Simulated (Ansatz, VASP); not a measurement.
# Pb: VASP beside Ansatz

```
Pb
1.0
     3.05901    0.00000    0.00000
     0.00000    3.05901    0.00000
     0.00000    0.00000    3.05901
Pb
1
Direct
  0.00000 0.00000 0.00000
```

Alike in both runs: task single point; functional LDA; k mesh 11 × 11 × 11; occupations fermi-dirac, width 0.1 eV; no spin polarisation.

|  | VASP | Ansatz |
| --- | --- | --- |
| version | VASP 6.6.1 | Ansatz 0.2.0 |
| potentials or method | VASP PAW LDA potentials, release 64 (Pb_d) | plane waves (420 eV) with PAW, scalar-relativistic |
| plane-wave cutoff (eV) | 520 | 420 |
| valence electrons in the cell | 14 | 14 |

|  | VASP | Ansatz | Ansatz less VASP |
| --- | --- | --- | --- |
| pressure (GPa) | 5.3 | 5.1 | -0.16 |

Ansatz warned: «pseudo_functional_mismatch».

Spin-orbit coupling is left out, which matters for the levels of Pb.
